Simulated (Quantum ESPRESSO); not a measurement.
# Ru (P6_3/mmc) in Quantum ESPRESSO: reference runs

How does Ru come out in PBE? The cell is run as given and disturbed.

All numbers are computed with Quantum ESPRESSO 7.5; they aren't measurements. Logs are shortened: lines on timing, memory, paths and dates and some standing lists are left out, and cuts for length are marked.

### Step 1. Starting point

It takes space group P6_3/mmc (No. 194, hexagonal). Conventional cell: a = 2.706 Å, b = 2.706 Å, c = 4.282 Å, α = 90.00°, β = 90.00°, γ = 120.00°. Around Ru (site symmetry -6m2) lie 12 Ru at 2.65 to 2.71 Å.

### Step 2. Single point, PBE

Input file pw.in:

```
&CONTROL
  calculation = 'scf'
  prefix = 'pwscf'
  outdir = './tmp'
  pseudo_dir = './pseudo'
  tprnfor = .true.
  tstress = .true.
  disk_io = 'low'
/
&SYSTEM
  ibrav = 0
  nat = 2
  ntyp = 1
  ecutwfc = 60
  nbnd = 24
  occupations = 'smearing'
  smearing = 'fd'
  degauss = 0.00367493
/
&ELECTRONS
  conv_thr = 4d-10
  electron_maxstep = 120
  mixing_beta = 0.5
/
ATOMIC_SPECIES
Ru   101.0700 Ru_ONCV_PBE-1.0.oncvpsp.upf
CELL_PARAMETERS angstrom
   2.7058000000    0.0000000000    0.0000000000
  -1.3529000000    2.3432915376    0.0000000000
   0.0000000000    0.0000000000    4.2819000000
ATOMIC_POSITIONS crystal
Ru     0.6666666667    0.3333333333    0.7500000000
Ru     0.3333333333    0.6666666667    0.2500000000
K_POINTS automatic
11 11 6 0 0 0
```

Input file pp_density.in:

```
&INPUTPP
  prefix = 'pwscf'
  outdir = './tmp'
  filplot = 'density.dat'
  plot_num = 0
/
&PLOT
  nfile = 1
  filepp(1) = 'density.dat'
  iflag = 3
  output_format = 6
  fileout = 'density.cube'
/
```

Input file pp_potential.in:

```
&INPUTPP
  prefix = 'pwscf'
  outdir = './tmp'
  filplot = 'potential.dat'
  plot_num = 11
/
&PLOT
  nfile = 1
  filepp(1) = 'potential.dat'
  iflag = 3
  output_format = 6
  fileout = 'potential.cube'
/
```

Input file pp_elf.in:

```
&INPUTPP
  prefix = 'pwscf'
  outdir = './tmp'
  filplot = 'elf.dat'
  plot_num = 8
/
&PLOT
  nfile = 1
  filepp(1) = 'elf.dat'
  iflag = 3
  output_format = 6
  fileout = 'elf.cube'
/
```

Potentials or basis: SSSP 1.3 efficiency PBE.

Run with:

```
$ OMP_NUM_THREADS=1 pw.x -in pw.in > pw.out
$ OMP_NUM_THREADS=1 pp.x -in pp_density.in > pp_density.out
$ OMP_NUM_THREADS=1 pp.x -in pp_potential.in > pp_potential.out
$ OMP_NUM_THREADS=1 pp.x -in pp_elf.in > pp_elf.out
```

pw.out:

```text
This program is part of the open-source Quantum ESPRESSO suite
     for quantum simulation of materials; please cite
[... 9 lines left out ...]
     --------------------
     sticks:   dense  smooth     PW     G-vecs:    dense   smooth      PW
     Sum         433     433    127                11511    11511    1925

     Using Slab Decomposition

     bravais-lattice index     =            0
     lattice parameter (alat)  =       5.1132  a.u.
     unit-cell volume          =     183.2125 (a.u.)^3
     number of atoms/cell      =            2
     number of atomic types    =            1
     number of electrons       =        32.00
     number of Kohn-Sham states=           24
     kinetic-energy cutoff     =      60.0000  Ry
     charge density cutoff     =     240.0000  Ry
     scf convergence threshold =      4.0E-10
     mixing beta               =       0.5000
     number of iterations used =            8  plain     mixing
     Exchange-correlation= PBE
                           (   1   4   3   4   0   0   0)

     celldm(1)=   5.113221  celldm(2)=   0.000000  celldm(3)=   0.000000
     celldm(4)=   0.000000  celldm(5)=   0.000000  celldm(6)=   0.000000

     crystal axes: (cart. coord. in units of alat)
               a(1) = (   1.000000   0.000000   0.000000 )
               a(2) = (  -0.500000   0.866025   0.000000 )
               a(3) = (   0.000000   0.000000   1.582489 )

     reciprocal axes: (cart. coord. in units 2 pi/alat)
               b(1) = (  1.000000  0.577350 -0.000000 )
               b(2) = (  0.000000  1.154701  0.000000 )
               b(3) = (  0.000000 -0.000000  0.631916 )

     PseudoPot. # 1 for Ru read from file:
     Ru_ONCV_PBE-1.0.oncvpsp.upf
     Pseudo is Norm-conserving, Zval = 16.0
     Generated using ONCVPSP code by D. R. Hamann
     Using radial grid of 1458 points,  6 beta functions with:
                l(1) =   0
                l(2) =   0
                l(3) =   1
                l(4) =   1
                l(5) =   2
                l(6) =   2

     atomic species   valence    mass     pseudopotential
     Ru               16.00   101.07000     Ru( 1.00)

     24 Sym. Ops., with inversion, found (12 have fractional translation)

   Cartesian axes

     site n.     atom                  positions (alat units)
         1        Ru     tau(   1) = (   0.5000000   0.2886751   1.1868671  )
         2        Ru     tau(   2) = (  -0.0000000   0.5773503   0.3956224  )

     number of k points=    64  Fermi-Dirac smearing, width (Ry)=  0.0037
                       cart. coord. in units 2pi/alat
        k(    1) = (   0.0000000   0.0000000   0.0000000), wk =   0.0027548
        k(    2) = (   0.0000000   0.0000000   0.1053193), wk =   0.0055096
        k(    3) = (   0.0000000   0.0000000   0.2106386), wk =   0.0055096
        k(    4) = (   0.0000000   0.0000000  -0.3159579), wk =   0.0027548
        k(    5) = (   0.0000000   0.1049728   0.0000000), wk =   0.0165289
        k(    6) = (   0.0000000   0.1049728   0.1053193), wk =   0.0330579
[... 56 lines left out ...]
        k(   63) = (   0.2727273   0.5773503   0.2106386), wk =   0.0330579
        k(   64) = (   0.2727273   0.5773503  -0.3159579), wk =   0.0165289

     Dense  grid:    11511 G-vectors     FFT dimensions: (  25,  25,  40)

     Initial potential from superposition of free atoms

     starting charge      31.9989, renormalised to      32.0000
     Starting wfcs are   20 randomized atomic wfcs +    4 random wfcs

     Self-consistent Calculation

     iteration #  1     ecut=    60.00 Ry     beta= 0.50
     Davidson diagonalization with overlap
     ethr =  1.00E-02,  avg # of iterations =  3.8

     Threshold (ethr) on eigenvalues was too large:
     Diagonalizing with lowered threshold

     Davidson diagonalization with overlap
     ethr =  1.09E-04,  avg # of iterations =  2.8

     total energy              =    -377.07962480 Ry
     estimated scf accuracy    <       0.03784173 Ry

     iteration #  2     ecut=    60.00 Ry     beta= 0.50
     Davidson diagonalization with overlap
     ethr =  1.18E-04,  avg # of iterations =  2.0

     total energy              =    -377.08721834 Ry
     estimated scf accuracy    <       0.00058803 Ry

     iteration #  3     ecut=    60.00 Ry     beta= 0.50
     Davidson diagonalization with overlap
     ethr =  1.84E-06,  avg # of iterations =  4.0

     total energy              =    -377.08727756 Ry
     estimated scf accuracy    <       0.00012074 Ry

     iteration #  4     ecut=    60.00 Ry     beta= 0.50
     Davidson diagonalization with overlap
     ethr =  3.77E-07,  avg # of iterations =  1.1

     total energy              =    -377.08728338 Ry
     estimated scf accuracy    <       0.00000407 Ry

     iteration #  5     ecut=    60.00 Ry     beta= 0.50
     Davidson diagonalization with overlap
     ethr =  1.27E-08,  avg # of iterations =  2.0

     total energy              =    -377.08728399 Ry
     estimated scf accuracy    <       0.00000033 Ry

     iteration #  6     ecut=    60.00 Ry     beta= 0.50
     Davidson diagonalization with overlap
     ethr =  1.04E-09,  avg # of iterations =  2.0

     total energy              =    -377.08728406 Ry
     estimated scf accuracy    <       0.00000002 Ry

     iteration #  7     ecut=    60.00 Ry     beta= 0.50
     Davidson diagonalization with overlap
     ethr =  4.84E-11,  avg # of iterations =  2.0

     End of self-consistent calculation

          k = 0.0000 0.0000 0.0000 (  1459 PWs)   bands (ev):

   -49.2051 -49.0010 -19.6910 -18.7591 -18.7591 -18.5889 -18.5889 -18.5459
    15.9711  17.7462  21.3512  21.3512  21.5249  22.0326  22.0326  22.5592
    22.5592  25.1331  25.1331  25.2547  34.2621  39.2104  41.8768  42.4568

          k = 0.0000 0.0000 0.1053 (  1436 PWs)   bands (ev):

   -49.1917 -49.0148 -19.6176 -18.7478 -18.7478 -18.6263 -18.6004 -18.6004
    16.2784  17.8462  21.1991  21.1991  21.3773  21.8586  21.8586  22.9524
    22.9524  24.2952  25.1378  25.1378  35.5428  38.7325  41.6431  42.9071

          k = 0.0000 0.0000 0.2106 (  1460 PWs)   bands (ev):

   -49.1547 -49.0526 -19.4149 -18.8429 -18.7168 -18.7168 -18.6317 -18.6317
    17.0848  18.0395  21.0769  21.0769  21.0903  21.4932  21.4932  22.5002
    23.7292  23.7292  24.9855  24.9855  38.1705  38.4210  40.4681  43.8190

          k = 0.0000 0.0000-0.3160 (  1412 PWs)   bands (ev):

   -49.1039 -49.1039 -19.1324 -19.1324 -18.6744 -18.6744 -18.6744 -18.6744
    17.8947  17.8947  21.1840  21.1840  21.1840  21.1840  21.2387  21.2387
    24.4910  24.4910  24.4910  24.4910  38.7357  38.7357  42.0214  42.0214

          k = 0.0000 0.1050 0.0000 (  1433 PWs)   bands (ev):

   -49.1932 -48.9963 -19.6629 -18.8184 -18.7791 -18.6504 -18.5971 -18.5590
    16.2737  17.9744  20.8920  21.5999  21.8590  21.9710  22.2299  22.2611
    22.3773  23.5176  25.2436  27.3136  34.2165  39.6890  42.2122  42.8237

          k = 0.0000 0.1050 0.1053 (  1436 PWs)   bands (ev):

   -49.1802 -49.0097 -19.5947 -18.8046 -18.7670 -18.6991 -18.6094 -18.5985
    16.5687  18.0861  20.8850  21.3983  21.4672  21.5993  22.0703  22.7878
    22.8449  23.3276  25.2204  26.5893  35.5432  39.2280  41.9726  43.1030

          k = 0.0000 0.1050 0.2106 (  1445 PWs)   bands (ev):

   -49.1446 -49.0461 -19.4066 -18.8820 -18.7654 -18.7339 -18.6554 -18.6430
    17.3508  18.3133  20.8465  20.9997  21.0614  21.2643  21.7006  22.3386
    23.6588  23.7947  25.0071  25.5670  38.1599  38.8969  40.8541  43.7173

          k = 0.0000 0.1050-0.3160 (  1452 PWs)   bands (ev):

   -49.0955 -49.0955 -19.1456 -19.1456 -18.7122 -18.7122 -18.6886 -18.6886
    18.1737  18.1737  20.5960  20.5960  21.3812  21.3812  21.4623  21.4623
    24.4563  24.4563  24.6967  24.6967  39.0818  39.0818  42.1391  42.1391

          k = 0.0000 0.2099 0.0000 (  1433 PWs)   bands (ev):

   -49.1604 -48.9846 -19.5832 -18.9777 -18.8308 -18.8118 -18.6207 -18.5984
    17.0823  18.4655  20.3815  21.0890  21.6106  21.9603  22.3113  22.5914
    22.7398  22.9102  25.4685  29.6087  34.0763  39.9503  42.3423  42.8227

          k = 0.0000 0.2099 0.1053 (  1439 PWs)   bands (ev):

   -49.1488 -48.9965 -19.5331 -18.9553 -18.8624 -18.8169 -18.6349 -18.6241
    17.3165  18.6078  20.4334  20.8010  21.3349  21.7539  22.3865  22.6063
    22.9041  23.2247  25.3841  28.4348  35.5745  39.8609  41.8519  42.2258

          k = 0.0000 0.2099 0.2106 (  1447 PWs)   bands (ev):

   -49.1169 -49.0290 -19.3951 -19.0137 -18.8794 -18.7788 -18.6939 -18.6738
    17.9466  18.9407  20.1118  20.5752  20.8962  21.7018  22.0435  22.2808
    23.6079  24.0474  25.0466  26.6805  38.1269  39.7769  41.3223  42.1398

          k = 0.0000 0.2099-0.3160 (  1444 PWs)   bands (ev):

   -49.0731 -49.0731 -19.2048 -19.2048 -18.7881 -18.7881 -18.7265 -18.7265
    18.7328  18.7328  20.0469  20.0469  21.3777  21.3777  21.9041  21.9041
    24.4099  24.4099  25.2139  25.2139  39.7014  39.7014  41.7644  41.7644
[... 267 lines left out ...]
   -49.0158 -48.9672 -19.3704 -19.2592 -19.1526 -19.0946 -18.9218 -18.8820
    18.5004  19.2794  19.5018  20.2628  20.8235  21.5975  22.5569  24.3049
    25.4503  25.4961  28.6550  32.5476  33.2345  36.0871  37.3043  39.8170

          k = 0.2727 0.4724 0.1053 (  1436 PWs)   bands (ev):

   -49.0125 -48.9704 -19.3766 -19.3676 -19.1527 -19.0383 -18.9267 -18.8148
    18.5817  19.3060  19.6746  19.8337  21.3457  21.3602  22.4958  24.3254
    24.8654  25.6425  28.9076  32.3765  33.7565  35.0778  38.2557  39.5091

          k = 0.2727 0.4724 0.2106 (  1423 PWs)   bands (ev):

   -49.0036 -48.9793 -19.4586 -19.4250 -19.1677 -19.0342 -18.8385 -18.7452
    18.7333  19.1006  19.8357  20.1482  20.9490  21.6318  22.4343  23.5265
    24.8529  25.7614  29.4002  31.3599  34.9873  35.1991  37.6056  37.9381

          k = 0.2727 0.4724-0.3160 (  1438 PWs)   bands (ev):

   -48.9914 -48.9914 -19.4742 -19.4742 -19.1071 -19.1071 -18.7514 -18.7514
    18.8762  18.8762  20.1768  20.1768  21.2251  21.2251  22.6745  22.6745
    25.4570  25.4570  30.1723  30.1723  36.2685  36.2685  36.5286  36.5286

          k = 0.2727 0.5774 0.0000 (  1426 PWs)   bands (ev):

   -48.9964 -48.9755 -19.3848 -19.2008 -19.1852 -19.0703 -18.9705 -18.9543
    18.3780  19.3711  19.5651  20.4069  20.9495  21.3162  22.7923  24.7990
    25.1984  25.4109  30.2151  30.9850  32.4196  37.3936  38.6902  39.7627

          k = 0.2727 0.5774 0.1053 (  1424 PWs)   bands (ev):

   -48.9950 -48.9769 -19.3934 -19.2881 -19.2613 -19.0060 -18.9491 -18.8639
    18.5286  19.4373  19.5275  20.1515  21.0313  21.4110  22.7477  24.7513
    24.8529  25.2977  30.6112  31.1163  32.9293  36.6365  37.1444  38.9718

          k = 0.2727 0.5774 0.2106 (  1425 PWs)   bands (ev):

   -48.9911 -48.9806 -19.4495 -19.4069 -19.2423 -19.0733 -18.8134 -18.7677
    18.8082  19.3966  19.6863  19.9082  21.0949  21.4634  22.7082  23.5727
    25.0108  25.3639  31.3067  31.4702  34.1620  35.5041  35.7293  37.4827

          k = 0.2727 0.5774-0.3160 (  1428 PWs)   bands (ev):

   -48.9858 -48.9858 -19.4670 -19.4670 -19.1614 -19.1614 -18.7460 -18.7460
    19.0642  19.0642  19.9676  19.9676  21.2306  21.2306  22.8561  22.8561
    25.2299  25.2299  31.7134  31.7134  34.8242  34.8242  36.0407  36.0407

     the Fermi energy is    23.8836 ev

!    total energy              =    -377.08728406 Ry
     estimated scf accuracy    <          2.9E-10 Ry
     smearing contrib. (-TS)   =      -0.00123404 Ry
     internal energy E=F+TS    =    -377.08605003 Ry

     The total energy is F=E-TS. E is the sum of the following terms:
     one-electron contribution =     -63.83950986 Ry
     hartree contribution      =      54.41096469 Ry
     xc contribution           =     -39.67309194 Ry
     ewald contribution        =    -327.98441291 Ry

     convergence has been achieved in   7 iterations

     Forces acting on atoms (cartesian axes, Ry/au):

     atom    1 type  1   force =     0.00000000    0.00000000    0.00000000
     atom    2 type  1   force =    -0.00000000   -0.00000000    0.00000000

     Total force =     0.000000     Total SCF correction =     0.000000

     Computing stress (Cartesian axis) and pressure

          total   stress  (Ry/bohr**3)                   (kbar)     P=       46.01
   0.00031443  -0.00000000   0.00000000           46.25       -0.00        0.00
   0.00000000   0.00031443   0.00000000            0.00       46.25        0.00
   0.00000000   0.00000000   0.00030941            0.00        0.00       45.52

=------------------------------------------------------------------------------=
   JOB DONE.
=------------------------------------------------------------------------------=
```

It took 17 s on 1 thread of Intel Xeon Platinum 8488C (Sapphire Rapids), shared host; peak memory 0.07 GiB.

What came out:

| Item | Value |
| --- | --- |
| Free energy | -5130.5339 eV |
| Pressure | 4.6 GPa |
| Band gap on the k mesh | none (metal or under the smearing width) |

Levels at points of the mesh, in eV from the Fermi level:
```tsv
k point	band 12	band 13	band 14	band 15	band 16	band 17	band 18	band 19	band 20	band 21
(0.00, 0.00, 0.00)	-2.53	-2.36	-1.85	-1.85	-1.32	-1.32	1.25	1.25	1.37	10.38
(0.00, 0.00, -0.50)	-2.70	-2.70	-2.70	-2.64	-2.64	0.61	0.61	0.61	0.61	14.85
```

### Step 3. Single point, PBE (atoms moved at random, drawn with an rms of 0.05 Å)

pw.in, as its differences from that of step 2:

```diff
@@ -7,3 +7,3 @@
   tstress = .true.
-  disk_io = 'low'
+  disk_io = 'nowf'
 /
@@ -31,4 +31,4 @@
 ATOMIC_POSITIONS crystal
-Ru     0.6666666667    0.3333333333    0.7500000000
-Ru     0.3333333333    0.6666666667    0.2500000000
+Ru     0.6723620000    0.3438460000    0.7451840000
+Ru     0.3215740000    0.6804310000    0.2436670000
 K_POINTS automatic
```

Potentials or basis: SSSP 1.3 efficiency PBE.

Run with:

```
$ OMP_NUM_THREADS=1 pw.x -in pw.in > pw.out
```

Run time: 1.8 min. Hardware: 1 thread of Intel Xeon Platinum 8488C (Sapphire Rapids), shared host; peak memory 0.23 GiB.

It converged, with:

```
Free energy            : -5130.5246 eV
Pressure               : 4.7 GPa
Largest force          : 0.350 eV/Å
Band gap on the k mesh : none (metal or under the smearing width)
```

Forces on the atoms (eV/Å):
```
Ru  -0.337  0.049 -0.083
Ru   0.337 -0.049  0.083
```

Stress tensor (GPa, compression positive):
```
 4.46  1.03  0.05
 1.03  4.85 -0.01
 0.05 -0.01  4.92
```

Levels at points of the mesh, in eV from the Fermi level:
| k point | band 12 | band 13 | band 14 | band 15 | band 16 | band 17 | band 18 | band 19 | band 20 | band 21 |
| --- | --- | --- | --- | --- | --- | --- | --- | --- | --- | --- |
| (0.00, 0.00, 0.00) | -2.50 | -2.41 | -1.89 | -1.80 | -1.49 | -1.17 | 1.06 | 1.36 | 1.42 | 10.37 |
| (0.00, 0.00, -0.50) | -2.74 | -2.69 | -2.68 | -2.66 | -2.62 | 0.52 | 0.55 | 0.64 | 0.67 | 14.81 |
